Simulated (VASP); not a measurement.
## BeS (measured structure), PBE single-point calculation: VASP's output and Ansatz's

POSCAR

```
Be S
 1.0000000000000000
    -0.0000000000000000    2.4343066358540955    2.4343066358540955
     2.4343066358540955    0.0000000000000000    2.4343066358540955
     2.4343066358540955    2.4343066358540955    0.0000000000000000
 Be  S
   1   1
Cartesian
  0.0000000000000000  0.0000000000000000  0.0000000000000000
  1.2171533179270477  1.2171533179270477  1.2171533179270477
```

VASP ran with the recommended PBE PAW datasets (8 valence electrons in the cell).

From OUTCAR

```
k-points           NKPTS =     47   k-points in BZ     NKDIM =     47   number of bands    NBANDS=     11

   NELECT =       8.0000    total number of electrons

   dimension x,y,z NGX =    28 NGY =   28 NGZ =   28
   dimension x,y,z NGXF=    56 NGYF=   56 NGZF=   56

  energy-cutoff  :      520.00
  volume of cell :       28.85
      direct lattice vectors                 reciprocal lattice vectors
     0.000000000  2.434306636  2.434306636    -0.205397296  0.205397296  0.205397296
     2.434306636  0.000000000  2.434306636     0.205397296 -0.205397296  0.205397296
     2.434306636  2.434306636  0.000000000     0.205397296  0.205397296 -0.205397296

 k-points in reciprocal lattice and weights: KPOINTS created by Atomic Simulation Env
   0.00000000  0.00000000  0.00000000       0.001
   0.10000000  0.00000000  0.00000000       0.008
   0.20000000  0.00000000  0.00000000       0.008
   0.30000000  0.00000000  0.00000000       0.008
   0.40000000  0.00000000  0.00000000       0.008
   0.50000000  0.00000000  0.00000000       0.004
   0.10000000  0.10000000  0.00000000       0.006
   0.20000000  0.10000000  0.00000000       0.024
   ...

 E-fermi :   4.4937

 k-point     1 :       0.0000    0.0000    0.0000
  band No.  band energies     occupation
      1      -9.5594      2.00000
      2       4.0566      2.00000
      3       4.0566      2.00000
      4       4.0566      2.00000
      5       9.7309      0.00000
      6       9.7309      0.00000
      7       9.7309      0.00000
      8       9.8455      0.00000
      9      16.8478      0.00000
     10      16.8478      0.00000
     11      18.8398      0.00000

 k-point     2 :       0.1000    0.0000    0.0000
  band No.  band energies     occupation
      1      -9.4469      2.00000
      2       3.2423      2.00000
      3       3.9262      2.00000
      4       3.9262      2.00000
      5       9.6476      0.00000
      6       9.9672      0.00000
      7       9.9672      0.00000
      8      10.7540      0.00000
      9      16.3415      0.00000
     10      16.3415      0.00000
     11      18.7719      0.00000

 k-point     3 :       0.2000    0.0000    0.0000
  band No.  band energies     occupation
      1      -9.1262      2.00000
      2       1.6236      2.00000
      3       3.6292      2.00000
      4       3.6292      2.00000
      5       9.6032      0.00000
      6      10.4448      0.00000
      7      10.4448      0.00000
      8      12.4153      0.00000
      9      15.8487      0.00000
     10      15.8487      0.00000
     11      18.4322      0.00000

 k-point     4 :       0.3000    0.0000    0.0000
  band No.  band energies     occupation
      1      -8.6591      2.00000
      2       0.0144      2.00000
      3       3.3243      2.00000
      4       3.3243      2.00000
      5       9.5533      0.00000
      6      10.7053      0.00000
      7      10.7053      0.00000
      8      13.9747      0.00000
      9      16.2822      0.00000
     10      16.2822      0.00000
     11      18.1957      0.00000

 k-point     5 :       0.4000    0.0000    0.0000
  band No.  band energies     occupation
      1      -8.1919      2.00000
      2      -1.1920      2.00000
      3       3.1125      2.00000
      4       3.1125      2.00000
      5       9.5108      0.00000
      6      10.6735      0.00000
      7      10.6735      0.00000
      8      14.9406      0.00000
      9      17.6704      0.00000
     10      17.6704      0.00000
     11      18.5580      0.00000

 k-point     6 :       0.5000    0.0000    0.0000
  band No.  band energies     occupation
      1      -7.9803      2.00000
      2      -1.6571      2.00000
      3       3.0381      2.00000
      4       3.0381      2.00000
      5       9.4939      0.00000
      6      10.6215      0.00000
      7      10.6215      0.00000
      8      15.2102      0.00000
      9      18.9434      0.00000
     10      18.9434      0.00000
     11      19.1450      0.00000

 k-point     7 :       0.1000    0.1000    0.0000
  band No.  band energies     occupation
      1      -9.4095      2.00000
      2       3.4015      2.00000
      3       3.6640      2.00000
      4       3.6640      2.00000
      5       9.3940      0.00000
      6      10.3551      0.00000
      7      10.3551      0.00000
      8      10.6690      0.00000
      9      15.4106      0.00000
     10      17.0617      0.00000
     11      19.1723      0.00000

 k-point     8 :       0.2000    0.1000    0.0000
  band No.  band energies     occupation
      1      -9.1579      2.00000
      2       2.1214      2.00000
      3       3.2962      2.00000
      4       3.5041      2.00000
      5       9.4321      0.00000
      6      10.5321      0.00000
      7      10.9812      0.00000
      8      11.8158      0.00000
      9      14.8354      0.00000
     10      16.9544      0.00000
     11      19.2942      0.00000

 ...

  Total        0.0792917      0.0792917      0.0792917     -0.0000000      0.0000000      0.0000000
  in kB        4.4033431      4.4033431      4.4033431     -0.0000000      0.0000000      0.0000000
  external PRESSURE =       4.4033431 kB  Pullay stress =       0.0000000 kB

 POSITION                                       TOTAL-FORCE (eV/Angst)
 -----------------------------------------------------------------------------------
      0.00000      0.00000      0.00000         0.000000     -0.000000      0.000000
      1.21715      1.21715      1.21715        -0.000000      0.000000     -0.000000
 -----------------------------------------------------------------------------------
    total drift:                               -0.000000     -0.000000      0.000000

  FREE ENERGIE OF THE ION-ELECTRON SYSTEM (eV)
  ---------------------------------------------------
  free  energy   TOTEN  =       -10.0132833173 eV

  energy  without entropy=      -10.0132833173  energy(sigma->0) =      -10.01328332
```

Datasets and cutoffs are each program's own. VASP's cell holds 8 valence electrons and Ansatz's 8. Ansatz's stress includes a Pulay correction; VASP's doesn't.

**Question.** What does Ansatz give for the same cell and level of theory?

**Answer.** gap between bands v and c 3.14 eV; least direct gap 5.62 eV; pressure 0.4 GPa.

Ansatz printed

```
SCF 1 converged in 6 iterations: F = -996.965463 eV  dr2 = 2.03e-10
  greatest PAW one-centre occupation: 0.849 electrons in one spin orbital (limit 2), on the S atom at site 1 (counted from 0), in its partial waves of l = 0
NSCF: frozen V_eff on 8 k-points
SCF converged after 6 iterations
Free energy (F): -996.965463 eV
Harris-Foulkes:  -996.965463 eV  (|F-HF|=8.12e-11)
Internal energy: -996.965463 eV  (E = F + TS)
E sigma→0 (E₀):  -996.965463 eV
Fermi energy:    6.775961 eV
--- Per-component energies (eV) ---
  E_band       = 0.758936
  E_kinetic    = 127.993027
  E_local      = -116.934201  (includes V_loc(G=0)·N_el)
  E_nonlocal   = 32.740782
  E_hartree    = 36.019519
  E_xc         = -117.187703
  E_vxc        = -108.673903  (∫ρ·V_xc dr)
  E_paw        = -659.926569  (= ΣΔE_a)
  E_vpaw       = -6.405719  (= ΣTr[D̂ρ^β])
  E_aug_tail   = 0.000001  (compensation charges beyond the density's cutoff)
  E_ewald      = -299.670319
  E_smearing   = -0.000000  (= −TS)
  E_closure    = -0.000000  (closes the sum)
  Σ components = -996.965463   (vs F -996.965463, Δ=0.00e0)
--- Forces (eV/Å), atoms counted from 1 ---
  atom   1  Be     0.00000000    -0.00000000    -0.00000000
  atom   2  S      0.00000000    -0.00000000     0.00000000
  max |Σ_I F_I| component: 3.50e-16 eV/Å
--- Stress (GPa, compression-positive) ---
        0.431200       0.000000      -0.000000
        0.000000       0.431200       0.000000
        0.000000       0.000000       0.431200
  P = ⅓ Tr σ = 0.4312 GPa (4.312 kbar)
--- Band table (eV; the first three rows and the last of 47) ---
  k-point 0: bands = ["-8.4066", "5.2082", "5.2082", "5.2082", "10.8648", "10.8648", "10.8648", "10.9987"]
  k-point 1: bands = ["-8.2942", "4.3945", "5.0779", "5.0779", "10.7874", "11.1002", "11.1002", "11.8995"]
  k-point 2: bands = ["-7.9736", "2.7764", "4.7811", "4.7811", "10.7428", "11.5756", "11.5756", "13.5579"]
  k-point 46: bands = ["-6.2490", "0.8256", "1.6138", "1.9747", "11.0218", "12.4816", "14.3262", "14.8280"]
```
